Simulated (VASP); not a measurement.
# Sb: band structure with r2SCAN

Crystal: Sb.

```
Sb
1.0
    -1.87134    1.87134    1.87134
     1.87134   -1.87134    1.87134
     1.87134    1.87134   -1.87134
Sb
1
Direct
  0.00000 0.00000 0.00000
```

This isn't the form of Sb at room conditions, which is rhombohedral.

```
Program                : VASP 6.6.1
Task                   : band structure
Functional             : r2SCAN
Potentials or basis    : VASP PAW PBE potentials, release 64 (Sb)
Cutoff                 : 520 eV
k mesh                 : 10 × 10 × 10
Occupations            : fermi-dirac, width 0.05 eV
Spin                   : no spin polarisation
Further INCAR settings : ALGO = Normal; EDIFF = 1e-06
```

| Property | Result |
| --- | --- |
| Pressure | 2.4 GPa |
| Band gap along the path | none (metal or under the smearing width) |

Levels at the corners of the path, in eV from the Fermi level:
```tsv
point	band 1	band 2	band 3	band 4	band 5	band 6
Γ	-13.66	6.02	6.02	6.02	11.08	11.08
H	-5.46	-2.25	-2.25	-2.25	3.32	3.32
H	-5.46	-2.25	-2.25	-2.25	3.32	3.32
N	-9.18	-6.04	1.77	4.15	7.13	7.30
N	-9.18	-6.04	1.77	4.15	7.13	7.30
Γ	-13.66	6.02	6.02	6.02	11.08	11.08
Γ	-13.66	6.02	6.02	6.02	11.08	11.08
P	-8.06	-2.98	-2.98	-2.98	15.94	15.94
P	-8.06	-2.98	-2.98	-2.98	15.94	15.94
H	-5.46	-2.25	-2.25	-2.25	3.32	3.32
P	-8.06	-2.98	-2.98	-2.98	15.94	15.94
N	-9.18	-6.04	1.77	4.15	7.13	7.30
```

Wall time 94 s on 1 thread of AMD EPYC 7571, on a shared host, peak memory 0.12 GiB.

Caveat: the PAW data sets were made with another functional, which shifts forces and pressure a little; spin-orbit coupling is left out, which moves the levels of the heavy elements.
